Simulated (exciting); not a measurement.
Runs of exciting (release sodium) on BeTe. The structure is cubic, space group F-43m (No. 216). The conventional cell has a = 5.540 Å, b = 5.540 Å, c = 5.540 Å, α = 90.00°, β = 90.00°, γ = 90.00°. Te (site symmetry -43m) has 4 Be at 2.40 Å as nearest neighbours. Around Be (site symmetry -43m) lie 4 Te at 2.40 Å. 

| task | level | spin | cell | k mesh | smearing | outputlevel | nempty | maxscl | k point of the masses | reducebf | rgkmax | mesh quality | gap on the mesh (eV) |
| --- | --- | --- | --- | --- | --- | --- | --- | --- | --- | --- | --- | --- | --- |
| band structure | LDA | off | as given | 8 × 8 × 8 | fermi-dirac 0.05 eV | low | 10 | 60 | - | - | 7 | not flagged | 1.77 |
| band structure | PBE+TS | off | volume scaled by 0.88 | 8 × 8 × 8 | fermi-dirac 0.136 eV | normal | 10 | 60 | - | - | 6 | not flagged | (a) |
| effective masses | B86bPBE+D2 | collinear, ferromagnetic start | as given | 4 × 4 × 4 | fermi-dirac 0.136 eV | high | 20 | 90 | [0.5, 0.25, 0.75] | 0.5 | 6 | coarse | 1.90 |
| band structure | LDA-PZ | off | as given | 8 × 8 × 8 | gaussian 0.05 eV | normal | 10 | 60 | - | - | 6 | not flagged | 1.77 |

Alike in all rows: potentials or basis all-electron LAPW+lo, shipped species files, valence relativity iora*.

Task: Estimate the missing entries.

Result: (a) 1.51.

Caveats: some runs use coarse meshes; spin-orbit coupling is left out, which moves the levels of the heavy elements; the tetrahedron DOS on this energy grid can lose part of the weight of narrow d or f bands (some runs); the dispersion energy is computed afterwards and isn't part of the total energy (some runs); the masses are finite differences along the axes, which mix bands that are degenerate at the k point (some runs).

A k mesh can miss the band edges, and the runs leave out spin-orbit coupling on Te.
